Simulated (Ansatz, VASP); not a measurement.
**One calculation of TiAl, two programs**

```
Ti Al
1.0
     2.99709    0.05735    0.00000
    -1.44888    2.62422    0.00000
     0.00000    0.00000    4.84060
Ti Al
1 1
Cartesian
  -0.0895 0.0517 0.0000
  0.1226 1.7169 2.4203
```

Alike in both runs: task single point; functional PBE; k mesh 18 × 18 × 10; occupations gaussian, width 0.1 eV; no spin polarisation.

|  | VASP | Ansatz |
| --- | --- | --- |
| version | VASP 6.6.1 | Ansatz 0.2.0 |
| potentials or method | VASP PAW PBE potentials, release 64 (Ti_sv, Al) | scalar-relativistic, plane waves, PAW |
| plane-wave cutoff (eV) | 520 | 420 |
| valence electrons in the cell | 15 | 15 |

```tsv
	VASP	Ansatz	Ansatz less VASP
gap on the k mesh at the Fermi level (eV)	none	none	-
pressure (GPa)	-11.3	-11.3	+0.03
largest component of the traceless stress (GPa)	0.47	0.47	0.000
rms of the force components (eV/Å)	0.076	0.076	+0.0002
```

Atom by atom the forces differ by 0.000 eV/Å (rms over components). A gap of «none» marks a metal or a gap that the smearing closes. Ansatz warned: «structure_snapped_to_symmetry».
